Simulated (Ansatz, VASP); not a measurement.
# Cross-check of GaSb between VASP and Ansatz

Aim: how closely do two programs agree when they are given the same cell, functional and k mesh? The structure shown is the end of the Ansatz relaxation below.

Method: plane waves, with VASP 6.6.1 beside it; single point at PBEsol, in Ansatz 0.2.0.

## Step 1: Set-up

The structure is tetragonal, space group I-4m2 (No. 119). Conventional cell: a = 4.149 Å, b = 4.149 Å, c = 6.330 Å, α = 90.00°, β = 90.00°, γ = 90.00°. Nearest to Ga lie 4 Sb at 2.61 Å. Nearest to Sb lie 4 Ga at 2.61 Å. Farther neighbours are not listed.

## Step 2: Ansatz: relaxation, PBEsol

Ansatz runs on its PAW soft_1 files.

This run makes the geometry at which the two programs are then compared.

File input.yaml:

```yaml
crystal:
  lattice:
    - [0.0, 2.9335375813, 3.1376476433]
    - [2.9335375813, 0.0, 3.1376476433]
    - [2.9335375813, 2.9335375813, 0.0]
  atoms:
    - { symbol: Ga, position: [0.0, 0.0, 0.0] }
    - { symbol: Sb, position: [0.75, 0.75, 0.75] }
  conventional_axes: [[-1, 1, 1], [1, -1, 1], [1, 1, -1]]
kpoints:
  mp_grid: { grid: [12, 12, 12] }
hamiltonian:
  xc: pbesol
  pseudopotentials: { kind: paw, azcp: { folder: soft_1 }, xc_functional: pbe }
scf:
  occupations: { method: methfessel_paxton, width: 0.2 }
output:
  forces: true
  stress: true
  eigenvalues: true
relax:
  adjacent_minimum: "off"
  f_tol: 0.001
  max_steps: 60
  cell: { stress_tol: 0.01, fix: [a, b, gamma] }
```

On the command line:

```bash
$ ansatz run input.yaml --threads 4 --pin off --max-ram 10240MiB --backend cpu --events-out ev --progress --plain --runs-dir out
```

Numbers of over 12 decimals in the logs are rounded to 6 here.

What it wrote:

```text
Engine: ansatz 0.2.0, aarch64-unknown-linux-gnu
Pseudopotentials: kind: paw
Pseudopotential: Ga, paw, valence charge 13, recommended cutoff 420 eV (normal), soft_1/Ga.paw.azcp
Pseudopotential: Sb, paw, valence charge 15, recommended cutoff 420 eV (normal), soft_1/Sb.paw.azcp
Functional definition: PBEsol
  exchange = pbesol_x
  correlation = pbesol_c
Crystal: 2 atoms, lattice volume = 54.003 Å³
Basis set: ecut = 420 eV, 1063 PW (Γ), exchange–correlation on 60×60×60 points (8 copies of the dense FFT grid, shifted against one another)
Bands: 18, of which v1, the nominal top of the filled ones, is band 14 counted from 1 (13 counted from 0)
Symmetry: 8 space group operations
Space group: I-4m2 (ITA 119), of the structure as read, at distance tolerance 3.8e-5 Å
k-points: 163 of 1728 (time reversal used)
Non-local potential: Ga, projectors of the file, l = 0: 2, l = 1: 2, l = 2: 3, l = 3: 1
Non-local potential: Sb, projectors of the file, l = 0: 2, l = 1: 2, l = 2: 2, l = 3: 1
PAW form: soft (Blöchl's): semilocal exchange-correlation on the pseudo side does not see the compensation charge
PAW frozen core: Ga, regenerated for the run's functional, and the local potential with it (the file was generated under x = pbe(κ = 0.804, μ = 0.219515), c = pbe(β = 0.066725))
PAW frozen core: Sb, regenerated for the run's functional, and the local potential with it (the file was generated under x = pbe(κ = 0.804, μ = 0.219515), c = pbe(β = 0.066725))
PAW one-centre angular grid: Ga, 590 points (default); XC on 64 Gauss nodes
PAW one-centre angular grid: Sb, 590 points (default); XC on 64 Gauss nodes
Initial density: superposition of atomic densities (chi_scale 0.1, normalization cell, long waves kept (reshape's long-wave potential 0.00 eV rms))
Initial wavefunctions: pseudopotential atomic-orbital guess
Functional: x = pbesol(κ = 0.804, μ = 0.123457), c = pbesol(β = 0.046)
SCF iter   1: F=—  HF=-10151.646887 eV  |F-HF|=—  |Δ(HF+E_count)|=         —  Δρ=3.31e-2  dr2=4.27e-1  ethr=3.10e-3  ⟨swp⟩=5.6  Hψ=15499  notcnv=0
preconditioner: auto → none  [insulator: Δε(μ)=0.140 eV  Ē_g=14.954 eV  σ=0.200 eV  W_gap=0.55  n_scr=14 (ndim 8)  ℏωp=21.4 eV  f_vac=0.001  D(μ)=0.02/eV (n_scr^D=0)  ε∞_Penn≈3.1]
SCF iter   2: F=—  HF=-10151.568440 eV  |F-HF|=—  |Δ(HF+E_count)|=   7.84e-2  S|Δr|=    0.00e0  Δρ=1.51e-2  dr2=7.15e-2  ethr=1.52e-3  ⟨swp⟩=2.0  Hψ=4876  notcnv=0
SCF iter   3: F=—  HF=-10151.567050 eV  |F-HF|=—  |Δ(HF+E_count)|=   1.39e-3  S|Δr|=    0.00e0  Δρ=4.77e-3  dr2=1.10e-2  ethr=2.55e-4  ⟨swp⟩=2.0  Hψ=4521  notcnv=0
SCF iter   4: F=—  HF=-10151.562229 eV  |F-HF|=—  |Δ(HF+E_count)|=   4.82e-3  S|Δr|=    0.00e0  Δρ=8.64e-4  dr2=2.39e-4  ethr=3.94e-5  ⟨swp⟩=2.0  Hψ=4402  notcnv=0
SCF iter   5: F=—  HF=-10151.562165 eV  |F-HF|=—  |Δ(HF+E_count)|=   6.42e-5  S|Δr|=    0.00e0  Δρ=3.72e-4  dr2=2.53e-5  ethr=8.53e-7  ⟨swp⟩=2.0  Hψ=4408  notcnv=0
SCF iter   6: F=—  HF=-10151.562170 eV  |F-HF|=—  |Δ(HF+E_count)|=   4.46e-6  S|Δr|=    0.00e0  Δρ=2.89e-5  dr2=4.00e-7  ethr=9.05e-8  ⟨swp⟩=2.0  Hψ=5057  notcnv=0
SCF iter   7: F=-10151.562170 eV  HF=-10151.562170 eV  |F-HF|=1.20e-8  |Δ(HF+E_count)|=   6.99e-8  S|Δr|=    0.00e0  Δρ=6.81e-6  dr2=2.10e-8  ethr=3.57e-10  ⟨swp⟩=7.0  Hψ=15350  notcnv=0
SCF 1 converged in 7 iterations: F = -10151.562170 eV  dr2 = 2.10e-8
  greatest PAW one-centre occupation: 0.996 electrons in one spin orbital (limit 2), on the Sb atom at site 1 (counted from 0), in its partial waves of l = 2
relax step   1: F+E_penalty+E_count = -10151.56216955 eV  Δ(F+E_penalty+E_count) = +0.000e0 eV  max|allowed force component| = 4.770e-17 eV/Å  Δτ_max = 0.0000 Å  P = +3.192 GPa  Ω = 54.003 Å³  fix = [a, b, gamma]  reactions: a +4.346, b +4.346 GPa  (7 SCF iters, dr2 threshold 1.00e-7 eV, accepted)
[...]
relax step   2: F+E_penalty+E_count = -10151.56334517 eV  Δ(F+E_penalty+E_count) = -1.176e-3 eV  max|allowed force component| = 3.469e-17 eV/Å  Δτ_max = 0.0000 Å  P = +2.532 GPa  Ω = 54.548 Å³  energy of the carried Pulay correction = -6.909e-5 eV  fix = [a, b, gamma]  reactions: a +3.871, b +3.871 GPa  (5 SCF iters, dr2 threshold 2.00e-7 eV, accepted)
[...]
relax step   3: F+E_penalty+E_count = -10151.56339089 eV  Δ(F+E_penalty+E_count) = -4.571e-5 eV  max|allowed force component| = 3.903e-17 eV/Å  Δτ_max = 0.0000 Å  P = +2.624 GPa  Ω = 54.471 Å³  energy of the carried Pulay correction = -5.931e-5 eV  fix = [a, b, gamma]  reactions: a +3.937, b +3.937 GPa  (4 SCF iters, dr2 threshold 5.38e-8 eV, accepted)
[...]
relax step   4: F+E_penalty+E_count = -10151.56345031 eV  Δ(F+E_penalty+E_count) = -5.943e-5 eV  max|allowed force component| = 3.231e-17 eV/Å  Δτ_max = 0.0000 Å  P = +2.624 GPa  Ω = 54.471 Å³  fix = [a, b, gamma]  reactions: a +3.937, b +3.937 GPa  stress off target by 2.91e-3 GPa on what of the cell is left free  SCF on the basis re-selected at this cell (its energy is not comparable with the rows above)  (8 SCF iters)
basis re-selected at this cell: Δ(F+E_penalty+E_count) = -5.943e-5 eV, ΔP = -0.000 GPa vs the last step (what re-selecting the basis moved, of the pressure what is left beyond the Pulay correction that the steps carried, after the strain that the cell walked since its last selection, with what the two solves' SCF thresholds leave and, on support functions, any second-order correction that the steps lacked; it is no m [...]
SCF converged after 8 iterations
Stability not checked: this state was not tested for a lower state beside it, because cold or Methfessel-Paxton smearing, or corrected tetrahedra, fill the levels in a way that the test cannot read (fill_not_monotonic; see scf.lower_state_search)
Free energy (F): -10151.563450 eV
Harris-Foulkes:  -10151.563450 eV  (|F-HF|=0.00e0)
Internal energy: -10151.563798 eV  (E = F + TS)
E sigma→0 (E₀):  -10151.563537 eV
Entropy (-TS):   0.000347 eV (0.174 meV/atom)
Fermi energy:    8.584587 eV
Step filling:    the computed levels leave a gap of 0.1239 eV = 0.6 smearing widths at the electron count; against every level under it full and every level over it empty, smearing changes F+E_penalty+E_count by +0.173 meV and its σ→0 estimate by +0.086 meV
--- Per-component energies (eV) ---
  E_band       = -245.699411
  E_kinetic    = 277.035511
  E_local      = -3310.598140  (includes V_loc(G=0)·N_el)
  E_nonlocal   = 300.099449
  E_hartree    = 1700.624374
  E_xc         = -160.953537
  E_vxc        = -146.839755  (∫ρ·V_xc dr)
  E_paw        = -6421.148907  (= ΣΔE_a)
  E_vpaw       = -766.645149  (= ΣTr[D̂ρ^β])
  E_aug_tail   = -0.000038  (compensation charges beyond the density's cutoff)
  E_ewald      = -2537.817344
  E_core_change = 1.194834  (= ΣΔE_core)
  E_smearing   = 0.000347  (= −TS)
  E_closure    = -0.000000  (closes the sum)
  Σ components = -10151.563450   (vs F -10151.563450, Δ=0.00e0)
--- Forces (eV/Å), atoms counted from 1 ---
  atom   1  Ga     0.00000000     0.00000000     0.00000000
  atom   2  Sb     0.00000000     0.00000000     0.00000000
  max |Σ_I F_I| component: 7.42e-17 eV/Å
--- Stress (GPa, compression-positive) ---
        3.936883       0.000000      -0.000000
        0.000000       3.936883      -0.000000
       -0.000000      -0.000000      -0.002911
  P = ⅓ Tr σ = 2.6236 GPa (26.236 kbar)
--- Band table (eV; the first three rows and the last of 163) ---
  k-point 0: bands = [... 10 lower, -3.5037, 8.0005, 8.5137, 8.5137, 8.6376, 11.0617, 11.0617, 11.2814]
  k-point 1: bands = [... 10 lower, -3.4275, 7.0485, 8.0511, 8.3930, 9.4092, 11.2052, 11.2473, 11.5847]
  k-point 2: bands = [... 10 lower, -3.2029, 5.6000, 7.7036, 8.1264, 9.4425, 11.6398, 11.6693, 12.4867]
  k-point 162: bands = [... 10 lower, -1.0597, 1.0654, 5.9279, 5.9279, 9.5506, 9.7683, 17.3107, 17.3107]
--- Relaxed structure (3 steps of the walk, 3 accepted, 1 SCFs on fresh bases) ---
  F+E_penalty+E_count = -10151.56345031 eV   max|allowed force component| = 3.231e-17 eV/Å   (the final SCF, on the basis selected at the relaxed cell)
  cell:  # Å, volume = 54.4707 Å³
    - [0, 2.9335375813, 3.164823]
    - [2.9335375813, 0, 3.164823]
    - [2.9335375813, 2.9335375813, 0]
  atoms:
    - { symbol: Ga, position: [0, 0, 0] }
    - { symbol: Sb, position: [0.750000, 0.750000, 0.750000] }
```

The column dr2 measures how far the density is from self-consistency, as an energy; F and HF (Harris–Foulkes) agree once it is small.

## Step 3: VASP: single point, PBEsol, pair 1

The same cell, functional, mesh and smearing now go to VASP, with its own data sets.

Lines of VASP's logs that name or quote its potential files are left out, and so is its time.

File INCAR:

```
SYSTEM = GaSb
PREC = Accurate
ENCUT = 500
EDIFF = 1E-06
NELM = 120
ISMEAR = 1
SIGMA = 0.2
LREAL = .FALSE.
ALGO = Normal
GGA = PS
NBANDS = 15
LORBIT = 11
LWAVE = .FALSE.
LCHARG = .FALSE.
ISIF = 2
LASPH = .TRUE.
GGA_COMPAT = .FALSE.
EFERMI = MIDGAP
KPAR = 2
```

File POSCAR:

```
GaSb
1.0
    0.0000000000      2.9335375813      3.1648228061
    2.9335375813      0.0000000000      3.1648228061
    2.9335375813      2.9335375813      0.0000000000
Ga Sb
1 1
Direct
    0.0000000000      0.0000000000      0.0000000000
    0.7500000000      0.7500000000      0.7500000000
```

File KPOINTS:

```
Automatic mesh
0
Gamma
12 12 12
0 0 0
```

Potentials, in the order of the species: Ga_d and Sb (PBE family, release 64).

On the command line:

```bash
$ mpirun -np 2 vasp_std
```

What it wrote:

```text
[banner, memory and clock lines left out]
running    2 mpi-ranks, on    1 nodes
 distrk:  each k-point on    1 cores,    2 groups
 distr:  one band on    1 cores,    1 groups

 POSCAR found type information on POSCAR GaSb
 POSCAR found :  2 types and       2 ions
|                                                                             |
|               ----> ADVICE to this user running VASP <----                  |
|                                                                             |
|     You enforced a specific xc type in the INCAR file but a different       |
|     [... a line on the potential file left out ...]
|     I HOPE YOU KNOW WHAT YOU ARE DOING!                                     |
|                                                                             |

 LDA part: xc-table for (Slater+PW92), standard interpolation
 POSCAR, INCAR and KPOINTS ok, starting setup
 FFT: planning ... GRIDC
 FFT: planning ... GRID_SOFT
 FFT: planning ... GRID
 WAVECAR not read
 entering main loop
       N       E                     dE             d eps       ncg     rms          rms(c)
DAV:   1     0.808173974813E+02    0.80817E+02   -0.85489E+03  4938   0.148E+03
DAV:   2    -0.211650966249E+01   -0.82934E+02   -0.79975E+02  5667   0.304E+02
DAV:   3    -0.810492144413E+01   -0.59884E+01   -0.59696E+01  5849   0.668E+01
DAV:   4    -0.820874109059E+01   -0.10382E+00   -0.10380E+00  6106   0.100E+01
DAV:   5    -0.821120907937E+01   -0.24680E-02   -0.24679E-02  6177   0.134E+00    0.332E+00
DAV:   6    -0.812915654460E+01    0.82053E-01   -0.90710E-02  6522   0.547E+00    0.195E+00
DAV:   7    -0.809980253441E+01    0.29354E-01   -0.50610E-02  6095   0.212E+00    0.380E-01
DAV:   8    -0.809985372519E+01   -0.51191E-04   -0.51740E-03  6426   0.920E-01    0.118E-01
DAV:   9    -0.810010678239E+01   -0.25306E-03   -0.45898E-04  5639   0.175E-01    0.415E-02
DAV:  10    -0.810009610083E+01    0.10682E-04   -0.20705E-05  6329   0.408E-02    0.112E-02
DAV:  11    -0.810010483782E+01   -0.87370E-05   -0.11537E-05  5660   0.244E-02    0.479E-03
DAV:  12    -0.810010486262E+01   -0.24803E-07   -0.34872E-07  4993   0.589E-03
   1 F= -.81001049E+01 E0= -.81002228E+01  d E =0.353886E-03
```

OUTCAR, selected parts (step 3):

```text
ion  position               nearest neighbor table
   1  0.000  0.000  0.000-   2 2.61   2 2.61   2 2.61   2 2.61
   2  0.750  0.750  0.750-   1 2.61   1 2.61   1 2.61   1 2.61

  LATTYP: Found a body centered tetragonal cell.
 ALAT       =     4.1486486332
 C/A-ratio  =     1.5257126288

 Subroutine GETGRP returns: Found  8 space group operations
 (whereof  8 operations were pure point group operations)

The static configuration has the point symmetry D_2d.

 Found    163 irreducible k-points:

   k-points           NKPTS =    163   k-points in BZ     NKDIM =    163   number of bands    NBANDS=     15

   dimension x,y,z NGX =    32 NGY =   32 NGZ =   30
   dimension x,y,z NGXF=    64 NGYF=   64 NGZF=   60

   ENCUT  =  500.0 eV  36.75 Ry    6.06 a.u.   7.87  7.87  7.56*2*pi/ulx,y,z

   NELECT =      18.0000    total number of electrons

 k-points in reciprocal lattice and weights: Automatic mesh
   0.00000000  0.00000000  0.00000000       0.001
   0.08333333  0.00000000  0.00000000       0.005
   0.16666667 -0.00000000  0.00000000       0.005
   0.25000000  0.00000000  0.00000000       0.005
   0.33333333 -0.00000000  0.00000000       0.005
   0.41666667 -0.00000000  0.00000000       0.005
   0.50000000  0.00000000  0.00000000       0.002
   0.08333333  0.08333333  0.00000000       0.001
   0.16666667  0.08333333  0.00000000       0.005
[...]
-0.33333333  0.16666667  0.50000000       0.002
  -0.25000000  0.25000000  0.50000000       0.001

 average (electrostatic) potential at core
       1 -65.1151       2 -87.0194

 E-fermi :   5.4914

 k-point     1 :       0.0000    0.0000    0.0000
  band No.  band energies     occupation
    ...
      6      -6.5989      2.00000
      7       4.9063      2.00028
      8       5.4203      1.56162
      9       5.4203      1.56162
     10       5.5536      0.50074
     11       7.9538     -0.00000
     12       7.9538     -0.00000
     13       8.1742     -0.00000
     14      10.9438      0.00000
     15      13.1663      0.00000

 k-point     2 :       0.0833    0.0000    0.0000
  band No.  band energies     occupation
    ...
      5      -9.7913      2.00000
      6      -6.5226      2.00000
      7       3.9553      2.00000
      8       4.9566      2.00103
      9       5.2987      2.04181
     10       6.3193     -0.00000
     11       8.0995     -0.00000
     12       8.1397     -0.00000
     13       8.4787     -0.00000
     14      11.3852      0.00000
    ...

 k-point     3 :       0.1667   -0.0000    0.0000
  band No.  band energies     occupation
    ...
      5      -9.7911      2.00000
      6      -6.2978      2.00000
      7       2.5029      2.00000
      8       4.6072      2.00000
      9       5.0307      2.00533
     10       6.3473     -0.00000
     11       8.5343     -0.00000
     12       8.5618     -0.00000
     13       9.3851     -0.00000
     14      12.1079      0.00000
    ...

  Total        1.3703055      1.3703055      0.0307105      0.0000000      0.0000000      0.0000000
  in kB       40.3055880     40.3055880      0.9033064      0.0000000      0.0000000      0.0000000
  external PRESSURE =      27.1714942 kB  Pullay stress =       0.0000000 kB

  energy-cutoff  :      500.00
  volume of cell :       54.47
      direct lattice vectors                 reciprocal lattice vectors
     0.000000000  2.933537581  3.164822806    -0.170442678  0.170442678  0.157986728
     2.933537581  0.000000000  3.164822806     0.170442678 -0.170442678  0.157986728
     2.933537581  2.933537581  0.000000000     0.170442678  0.170442678 -0.157986728

 POSITION                                       TOTAL-FORCE (eV/Angst)
 -----------------------------------------------------------------------------------
      0.00000      0.00000      0.00000        -0.000000     -0.000000      0.000000
      4.40031      4.40031      4.74723         0.000000      0.000000     -0.000000
 -----------------------------------------------------------------------------------
    total drift:                                0.000001      0.000001     -0.000003

  FREE ENERGIE OF THE ION-ELECTRON SYSTEM (eV)
  ---------------------------------------------------
  free  energy   TOTEN  =        -8.1001048626 eV

  energy  without entropy=       -8.1004587490  energy(sigma->0) =       -8.10022282

 total charge
# of ion       s       p       d       tot
------------------------------------------
    1        0.910   0.808   9.968  11.687
    2        1.128   1.365   0.031   2.524
--------------------------------------------------
tot          2.038   2.173   9.999  14.210

[... 3 further parts left out ...]
```

The gap is under twice the smearing width, so the edge states are partly filled and the run can't tell a small gap from a semimetal. Methfessel-Paxton smearing is not meant for a cell with a gap.

## Step 4: Side by side

Known differences besides the potentials themselves: the data sets hold 28 valence electrons in Ansatz (on its PAW soft_1 files) and 18 in VASP; the cutoff is 420 eV in Ansatz and 500 eV in VASP; Ansatz makes its cores anew for this functional, VASP keeps those of its PBE data sets; Ansatz's pressure holds a Pulay correction, VASP's none. Total energies have different zeros and are not compared.

Compared:

```csv
quantity,Ansatz,VASP,difference
pressure (GPa),2.62,2.72,-0.09
```

## Step 5: Ansatz: relaxation, PBEsol

This run makes the geometry at which the two programs are then compared. The cell compared in this pair holds 55.13 Å³, against 54.47 Å³ for the pair before.

The structure compared here is the end of the Ansatz relaxation.

input.yaml, as its differences from that of step 2:

```diff
@@ -2,5 +2,5 @@
   lattice:
-    - [0.0, 2.9335375813, 3.1376476433]
-    - [2.9335375813, 0.0, 3.1376476433]
-    - [2.9335375813, 2.9335375813, 0.0]
+    - [0.0, 2.9640952644, 3.1106598269]
+    - [2.9640952644, 0.0, 3.1106598269]
+    - [2.9640952644, 2.9640952644, 0.0]
   atoms:
```

On the command line:

```bash
$ ansatz run input.yaml --threads 4 --pin off --max-ram 10240MiB --backend cpu --events-out ev --progress --plain --runs-dir out
```

What it wrote:

```text
[...]
Crystal: 2 atoms, lattice volume = 54.660 Å³
Basis set: ecut = 420 eV, 1055 PW (Γ), exchange–correlation on 60×60×60 points (8 copies of the dense FFT grid, shifted against one another)
Bands: 18, of which v1, the nominal top of the filled ones, is band 14 counted from 1 (13 counted from 0)
Symmetry: 8 space group operations
[...]
k-points: 163 of 1728 (time reversal used)
[...]
k-point 162: bands = [... 10 lower, -1.1354, 1.0171, 5.7142, 5.7142, 9.2915, 9.5306, 17.0829, 17.0829]
--- Relaxed structure (3 steps of the walk, 3 accepted, 1 SCFs on fresh bases) ---
[...]
cell:  # Å, volume = 55.1339 Å³
    - [0, 2.9640952644, 3.137648]
    - [2.9640952644, 0, 3.137648]
    - [2.9640952644, 2.9640952644, 0]
  atoms:
    - { symbol: Ga, position: [0, 0, 0] }
    - { symbol: Sb, position: [0.750000, 0.750000, 0.750000] }
[key lines of the parts left out:]
SCF converged after 8 iterations
Free energy (F): -10151.587453 eV
Fermi energy:    8.379312 eV
P = ⅓ Tr σ = 1.8958 GPa (18.958 kbar)
```

(Continued in part 2 of 2.)

[Lines on the potential files, build, host, timing and source positions are cut from VASP's logs without a mark.]

[Logs are printed without paths, hosts, clocks, repeated set-up lines and the standing remarks that a program may print on its own settings, such as how far it seeks lower states.]

[Hosts, paths, dates, database ids (printed as entryN), source tags and the programs' standing remarks are cut or masked in the printed files.]
